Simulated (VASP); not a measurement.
FeS2 (Marcasite):

```
CELL_PARAMETERS angstrom
4.44000 0.00000 0.00000
0.00000 5.39000 0.00000
0.00000 0.00000 3.37000
ATOMIC_POSITIONS crystal
Fe 0.00000 0.00000 0.00000
Fe 0.50000 0.50000 0.50000
S 0.20300 0.37500 0.00000
S 0.29700 0.87500 0.50000
S 0.79700 0.62500 0.00000
S 0.70300 0.12500 0.50000
```

Base run:

```yaml
Program: VASP 6.6.1
Functional: LDA
Potentials_or_basis: VASP PAW LDA potentials, release 64 (Fe, S)
Cutoff: 420 eV
k_mesh: 6 × 5 × 8
Occupations: gaussian, width 0.02 eV
Spin: no spin polarisation
```

Its results: band gap on the k mesh 0.78 eV, indirect (least direct gap 1.01 eV).

Q: The run is repeated on the same cell with these changes: functional from LDA to PBE; potentials or basis from VASP PAW LDA potentials, release 64 (Fe, S) to VASP PAW PBE potentials, release 64 (Fe, S). What comes out?

A: Band gap on the k mesh 0.92 eV, indirect (least direct gap 1.15 eV).

Caveats: an odd mesh through Γ misses points on the zone boundary, where band edges often lie (some runs); the mesh misses the band edges, which the band path finds closer together (some runs).
